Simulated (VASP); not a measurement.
# Nb3N in VASP: notebook

One slab, Nb3N, is run at these levels: PBE; tasks: single point.

Program: VASP 6.6.1. These are calculated values, not measurements. Logs are shortened: lines on timing, memory, paths and dates and some standing lists are left out, and cuts for length are marked.

### 1 The cell of the first run

The cell holds a slab with vacuum, 4 atoms: a = 2.983 Å, b = 2.983 Å, c = 19.745 Å, α = 90.00°, β = 90.00°, γ = 90.00°.

### 2 Single point, PBE (N over (1/6, 3/6) of the surface cell, its height relaxed)

Input file INCAR:

```
ALGO = Fast
DIPOL = 0.5 0.5 0.350
EDIFF = 1E-6
ENCUT = 520
GGA = PE
IDIPOL = 3
ISIF = 2
ISMEAR = 0
LASPH = True
LCHARG = False
LDIPOL = True
LREAL = False
LWAVE = False
NBANDS = 30
NELM = 100
PREC = Accurate
SIGMA = 0.1
```

Input file KPOINTS:

```
k-points
0
Gamma
  9 9 1
```

Input file POSCAR:

```
Nb3N
1.0
    2.9829001615      0.0000000000      0.0000000000
    0.0000000000      2.9829001615      0.0000000000
    0.0000000000      0.0000000000     19.7446861459
Nb N
3 1
Direct
    0.5000000000      0.5000000000      0.2025861526
    0.0000000000      0.0000000000      0.3100743693
    0.5000000000      0.5000000000      0.4175648114
    0.6666666667      1.0000000000      0.4699442640
```

Potentials or basis: VASP PAW PBE potentials, release 64 (Nb_sv, N).

Command:

```
> cat potpaw_PBE.64/Nb_sv/POTCAR potpaw_PBE.64/N/POTCAR > POTCAR
> mpirun -np 1 vasp_std > vasp.out
```

OUTCAR:

```text
EDIFF = 1E-6
   ENCUT = 520
   GGA = PE
   ISIF = 2
   ISMEAR = 0
   LASPH = True
   LREAL = False
   NELM = 100
   PREC = Accurate

 ion  position               nearest neighbor table
   1  0.500  0.500  0.203-   2 2.99   2 2.99   2 2.99   2 2.99
   2  0.000  0.000  0.310-   1 2.99   1 2.99   1 2.99   1 2.99   3 2.99   3 2.99   3 2.99   3 2.99

   3  0.500  0.500  0.418-   4 1.88   4 1.88   2 2.99   2 2.99   2 2.99   2 2.99
   4  0.667  0.000  0.470-   3 1.88   3 1.88

  LATTYP: Found a simple tetragonal cell.
 ALAT       =     2.9829001615
 C/A-ratio  =     6.6192916547

  Lattice vectors:

 A1 = (   2.9829001615,   0.0000000000,   0.0000000000)
 A2 = (   0.0000000000,   2.9829001615,   0.0000000000)
 A3 = (   0.0000000000,   0.0000000000,  19.7446861459)

Analysis of symmetry for initial positions (statically):
=====================================================================
 Subroutine PRICEL returns:
 Original cell was already a primitive cell.

 Routine SETGRP: Setting up the symmetry group for a
 simple tetragonal supercell.

 Subroutine GETGRP returns: Found  2 space group operations
 (whereof  2 operations were pure point group operations)
 out of a pool of 16 trial point group operations.

The static configuration has the point symmetry C_1h.

Analysis of symmetry for dynamics (positions and initial velocities):
=====================================================================
 Subroutine PRICEL returns:
 Original cell was already a primitive cell.

 Routine SETGRP: Setting up the symmetry group for a
 simple tetragonal supercell.

 Subroutine GETGRP returns: Found  2 space group operations
 (whereof  2 operations were pure point group operations)
 out of a pool of 16 trial point group operations.

The dynamic configuration has the point symmetry C_1h.

 Subroutine INISYM returns: Found  2 space group operations
 (whereof  2 operations are pure point group operations),
 and found     1 'primitive' translations

----------------------------------------------------------------------------------------

                                     Primitive cell

  volume of cell :     175.6822

  direct lattice vectors                    reciprocal lattice vectors
     2.982900161  0.000000000  0.000000000     0.335244207  0.000000000  0.000000000
     0.000000000  2.982900161  0.000000000     0.000000000  0.335244207  0.000000000
     0.000000000  0.000000000 19.744686146     0.000000000  0.000000000  0.050646538

  length of vectors
     2.982900161  2.982900161 19.744686146     0.335244207  0.335244207  0.050646538

  position of ions in fractional coordinates (direct lattice)
     0.500000000  0.500000000  0.202586153
     0.000000000  0.000000000  0.310074369
     0.500000000  0.500000000  0.417564811
     0.666666667  0.000000000  0.469944264

  ion indices of the primitive-cell ions
   primitive index   ion index
                 1           1
                 2           2
                 3           3
                 4           4

----------------------------------------------------------------------------------------

 KPOINTS: k-points

Automatic generation of k-mesh.
 Grid dimensions read from file:
 generate k-points for:    9    9    1

 Generating k-lattice:

  Cartesian coordinates                     Fractional coordinates (reciprocal lattice)
     0.037249356  0.000000000  0.000000000     0.111111111  0.000000000  0.000000000
     0.000000000  0.037249356  0.000000000     0.000000000  0.111111111  0.000000000
     0.000000000  0.000000000  0.050646538     0.000000000  0.000000000  1.000000000

  Length of vectors
     0.037249356  0.037249356  0.050646538

  Shift w.r.t. Gamma in fractional coordinates (k-lattice)
     0.000000000  0.000000000  0.000000000

 Subroutine IBZKPT returns following result:
 ===========================================

 Found     25 irreducible k-points:

 Following reciprocal coordinates:
            Coordinates               Weight
  0.000000  0.000000  0.000000      1.000000
  0.111111  0.000000  0.000000      2.000000
  0.000000  0.111111  0.000000      2.000000
  0.222222  0.000000  0.000000      2.000000
  0.000000  0.222222  0.000000      2.000000
  0.333333  0.000000  0.000000      2.000000
[... 16 lines left out ...]
  0.444444  0.333333  0.000000      4.000000
 -0.333333  0.444444  0.000000      4.000000
   k-points           NKPTS =     25   k-points in BZ     NKDIM =     25   number of bands    NBANDS=     30
   number of dos      NEDOS =    301   number of ions     NIONS =      4
   total plane-waves  NPLWV =  86400
   dimension x,y,z NGX =    24 NGY =   24 NGZ =  150
   dimension x,y,z NGXF=    48 NGYF=   48 NGZF=  300
   ions per type =               3   1
   NGX,Y,Z   is equivalent  to a cutoff of  13.38, 13.38, 12.63 a.u.
   NGXF,Y,Z  is equivalent  to a cutoff of  26.75, 26.75, 25.26 a.u.
 SYSTEM =  unknown system
   PREC   = accura    normal or accurate (medium, high low for compatibility)
   ISTART =      0    job   : 0-new  1-cont  2-samecut
   ICHARG =      2    charge: 1-file 2-atom 10-const
   ISPIN  =      1    spin polarized calculation?
   LNONCOLLINEAR =      F non collinear calculations
   LSORBIT =      F    spin-orbit coupling
   LASPH  =      T    aspherical Exc in radial PAW
   ENCUT  =  520.0 eV  38.22 Ry    6.18 a.u.   5.55  5.55 36.71*2*pi/ulx,y,z
   NELM   =    100;   NELMIN=  2; NELMDL= -5     # of ELM steps
   EDIFF  = 0.1E-05   stopping-criterion for ELM
   LREAL  =      F    real-space projection
   EDIFFG = 0.1E-04   stopping-criterion for IOM
   NSW    =      0    number of steps for IOM
   IBRION =     -1    ionic relax: 0-MD 1-quasi-New 2-CG
   NFREE  =      0    steps in history (QN), initial steepest desc. (CG)
   ISIF   =      2    stress and relaxation
   ISYM   =      2    0-nonsym 1-usesym 2-fastsym
   POTIM  = 0.5000    time-step for ionic-motion
   TEBEG  =    0.0;   TEEND  =   0.0 temperature during run
   PSTRESS=    0.0 pullay stress
   NELECT =      44.0000    total number of electrons
   NUPDOWN=      -1.0000    fix difference up-down
   EMIN   =  10.00;   EMAX   =-10.00  energy-range for DOS
   EFERMI =   0.00;   METHOD = LEGACY
   ISMEAR =     0;   SIGMA  =   0.10  broadening in eV -4-tet -1-fermi 0-gaus
   EFERMI_NEDOS =   21; number of points for ismear=-14 and -15
   IALGO  =     68    algorithm
   IMIX   =      4    mixing-type and parameters
     AMIX     =   0.40;   BMIX     =  1.00
     AMIX_MAG =   1.60;   BMIX_MAG =  1.00
  volume/ion in A,a.u.               =      43.92       296.39
  Fermi-wavevector in a.u.,A,eV,Ry     =   1.031929  1.950063 14.488538  1.064878
  Thomas-Fermi vector in A             =   2.166102
   LORBIT       =      0    0 simple, 1 ext, 2 COOP (PROOUT), +10 PAW based schemes
   GGA     = PE    functional components
   LHFCALC =     F    Hartree Fock is set to
   AEXX    =    0.0000 exact exchange contribution
   IVDW    =     0    specifies the selected vdW correction
   LEPSILON=     F    determine dielectric tensor
   LRPA    =     F    only Hartree local field effects (RPA)
 non-spin polarized calculation
 RMM-DIIS sequential band-by-band and
 Gauss-broadening in eV      SIGMA  =   0.10
  energy-cutoff  :      520.00
  volume of cell :      175.68
 maximum number of plane-waves:      4765
 NGX is ok and might be reduce to    24
   NGX = 11   NGY = 11   NGZ = 73

 dipolmoment           0.000000      0.000000     -0.144321 electrons x Angstroem

 number of electron      44.0000005 magnetization

 dipolmoment           0.000000      0.000000      0.101217 electrons x Angstroem

 Free energy of the ion-electron system (eV)
  ---------------------------------------------------
  ext. energy  EPLUGINS =         0.00000000
  ---------------------------------------------------
  free energy    TOTEN  =       -36.69137516 eV

  energy without entropy =      -36.66980727  energy(sigma->0) =      -36.68059121

 E-fermi :   0.4030     XC(G=0):  -5.3103

 val. band max:        0.3532590096   @ k =   0.3333   0.0000   0.0000
 cond. band min:       0.4043176676   @ k =  -0.1111   0.3333   0.0000
 fundamental gap:      0.0510586580
 Fermi energy:         0.4029561511

 k-point     1 :       0.0000    0.0000    0.0000
  band No.  band energies     occupation
      1     -54.6691      2.00000
      2     -54.5093      2.00000
      3     -54.3266      2.00000
      4     -30.9899      2.00000
      5     -30.7231      2.00000
      6     -30.4477      2.00000
[... 22 lines left out ...]
     29       3.4419      0.00000
     30       4.2726      0.00000

 k-point     2 :       0.1111    0.0000    0.0000
  band No.  band energies     occupation
      1     -54.6603      2.00000
      2     -54.4997      2.00000
      3     -54.3226      2.00000
      4     -30.9694      2.00000
      5     -30.7382      2.00000
      6     -30.4361      2.00000
[... 22 lines left out ...]
     29       3.2256      0.00000
     30       4.3631      0.00000

 k-point     3 :       0.0000    0.1111    0.0000
  band No.  band energies     occupation
      1     -54.6603      2.00000
      2     -54.4981      2.00000
      3     -54.3223      2.00000
      4     -30.9660      2.00000
      5     -30.7434      2.00000
      6     -30.5568      2.00000
[... 22 lines left out ...]
     29       3.6790      0.00000
     30       3.8566      0.00000

 k-point     4 :       0.2222    0.0000    0.0000
  band No.  band energies     occupation
      1     -54.6379      2.00000
      2     -54.4746      2.00000
      3     -54.3128      2.00000
      4     -30.9298      2.00000
      5     -30.8013      2.00000
      6     -30.6161      2.00000
[... 616 lines left out ...]
     29       3.6822      0.00000
     30       4.1967      0.00000

 k-point    23 :       0.4444    0.3333    0.0000
  band No.  band energies     occupation
      1     -54.5486      2.00000
      2     -54.3633      2.00000
      3     -54.2513      2.00000
      4     -31.0896      2.00000
      5     -30.9333      2.00000
      6     -30.8994      2.00000
[... 22 lines left out ...]
     29       4.3633      0.00000
     30       5.3317      0.00000

 k-point    24 :      -0.3333    0.4444    0.0000
  band No.  band energies     occupation
      1     -54.5485      2.00000
      2     -54.3597      2.00000
      3     -54.2513      2.00000
      4     -31.2777      2.00000
      5     -30.9666      2.00000
      6     -30.9048      2.00000
[... 22 lines left out ...]
     29       4.2648      0.00000
     30       4.9734      0.00000

 [... further k-points ...]

------------------------ aborting loop because EDIFF is reached ----------------------------------------

 vacuum level on the upper side and lower side of the slab       (xc-potential included)         0.867        -1.197

  FORCE on cell =-STRESS in cart. coord.  units (eV):
  Direction    XX          YY          ZZ          XY          YZ          ZX
  --------------------------------------------------------------------------------------
  -------------------------------------------------------------------------------------
  Total       -0.8558997      0.4971184      2.2365235      0.0000000      0.0000000      0.8646221
  in kB       -7.8055908      4.5335951     20.3965341      0.0000000      0.0000000      7.8851368
  external PRESSURE =       5.7081795 kB  Pullay stress =       0.0000000 kB

 VOLUME and BASIS-vectors are now :
 -----------------------------------------------------------------------------
  energy-cutoff  :      520.00
  volume of cell :      175.68
      direct lattice vectors                 reciprocal lattice vectors
     2.982900161  0.000000000  0.000000000     0.335244207  0.000000000  0.000000000
     0.000000000  2.982900161  0.000000000     0.000000000  0.335244207  0.000000000
     0.000000000  0.000000000 19.744686146     0.000000000  0.000000000  0.050646538

 POSITION                                       TOTAL-FORCE (eV/Angst)
 -----------------------------------------------------------------------------------
      1.49145      1.49145      4.00000         0.079725      0.000000      0.198579
      0.00000      0.00000      6.12232        -0.151351      0.000000     -1.466213
      1.49145      1.49145      8.24469        -0.786635      0.000000      1.279295
      1.98860      0.00000      9.27890         0.858261      0.000000     -0.011661
 -----------------------------------------------------------------------------------
    total drift:                                0.002618     -0.000000      0.005671

  FREE ENERGIE OF THE ION-ELECTRON SYSTEM (eV)
  ---------------------------------------------------
  free  energy   TOTEN  =       -36.6913751623 eV

  energy  without entropy=      -36.6698072651  energy(sigma->0) =      -36.68059121

 vacuum level on the upper side and lower side of the slab         6.597         4.479
```

Run time: 4.2 min. Hardware: 1 thread of Intel Xeon Platinum 8559C (Emerald Rapids), shared host; peak memory 0.33 GiB.

Results:

```yaml
Free_energy: -36.6914 eV
Largest_force: 1.502 eV/Å
Band_gap_on_the_k_mesh: none (metal or under the smearing width)
```

Forces on the atoms (eV/Å):
```
Nb   0.080  0.000  0.199
Nb  -0.151  0.000 -1.466
Nb  -0.787  0.000  1.279
N    0.858  0.000 -0.012
```

Levels at points of the mesh, in eV from the Fermi level:
```tsv
k point	band 18	band 19	band 20	band 21	band 22	band 23	band 24	band 25	band 26	band 27
(0.00, 0.00, 0.00)	-3.74	-2.62	-1.07	-0.66	0.01	0.66	0.83	1.63	1.78	2.50
```

### 3 Single point, PBE (N over (0/6, 3/6) of the surface cell, its height relaxed)

Input file INCAR:

```
SYSTEM = Nb3N
PREC = Accurate
ENCUT = 520
EDIFF = 1E-6
ISMEAR = 0
SIGMA = 0.1
LREAL = .False.
LASPH = .True.
NELM = 100
ALGO = Fast
ISIF = 2
LWAVE = .False.
LCHARG = .False.
LDIPOL = .True.
IDIPOL = 3
DIPOL = 0.5 0.5 0.351
GGA = PE
NBANDS = 30
```

Input file KPOINTS:

```
regular mesh
0
Gamma
  9 9 1
  0 0 0
```

Edit POSCAR of step 2 so:

```diff
@@ -11,2 +11,2 @@
     0.5000000000      0.5000000000      0.4175648114
-    0.6666666667      1.0000000000      0.4699442640
+    0.5000000000      1.0000000000      0.4750578295
```

Potentials or basis: VASP PAW PBE potentials, release 64 (Nb_sv, N).

Command:

```
> cat potpaw_PBE.64/Nb_sv/POTCAR potpaw_PBE.64/N/POTCAR > POTCAR
> mpirun -np 1 vasp_std > vasp.out
```

Wall time 3.9 min (1 thread of Intel Xeon Platinum 8559C (Emerald Rapids), shared host); peak memory 0.33 GiB.

Results (log left out):

```
Free energy            : -36.6123 eV
Largest force          : 1.521 eV/Å
Band gap on the k mesh : none (metal or under the smearing width)
```

Forces in eV/Å, atoms in the order of the input:
```
Nb   0.000  0.000  0.114
Nb   0.000  0.000 -1.521
Nb   0.000  0.000  1.399
N    0.000  0.000  0.008
```

Levels at points of the mesh, in eV from the Fermi level:
```csv
k point,band 18,band 19,band 20,band 21,band 22,band 23,band 24,band 25,band 26,band 27
"(0.00, 0.00, 0.00)",-3.28,-2.51,-1.12,-1.03,-0.27,0.77,0.88,1.39,1.74,2.64
```
